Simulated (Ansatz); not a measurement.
## Sb: strain energy, fitted

Sb, Pm-3m, a = 3.109 Å. This isn't the element's structure at ambient conditions. Ansatz: PBE, PAW, 420 eV, Γ-centred 14×10×10 mesh on 2 atoms, Gaussian smearing 0.10 eV; no spin polarisation. Series: biaxial strain in the a-b plane, c and atoms relaxed; x is the strain in per cent. The axes a, b, c are those of the computed cell (3.110, 4.396, 4.395 Å), along [1 0 0], [0 1 1], [0 -1 1] of the cell named above. y is the free energy over the unstrained cell, V0 = 30.052 Å³/atom.

```
x (%) y (meV/atom)
 -6.0             ?
 -4.0         30.91
 -2.0          7.78
  0.0          0.00
  2.0          7.28
  4.0         26.75
  6.0         57.12
```

Problem. Fit y = c2 x² + c3 x³ to the other rows, turn c2 into a modulus, and predict the missing energy.

Solution. Least squares on the rows shown. y = 1.8000 x² − 0.035087 x³. In eV per unit strain² c2 is 18.00; M is the biaxial modulus (E = M V0 ε²): 18.00 × 160.2 / (30.052) = 96 GPa. At x = -6.0 the fit asked for gives 72.38 meV/atom. The run gave 74.70 meV/atom, so the fit is 2.32 meV/atom too low, 3.1 % of the span of the series, against an rms of 0.24 meV/atom on the fitted rows. The row lies outside the fitted range. With a term in x⁴ added, a fit to the same known rows predicts 70.79 meV/atom, further off still.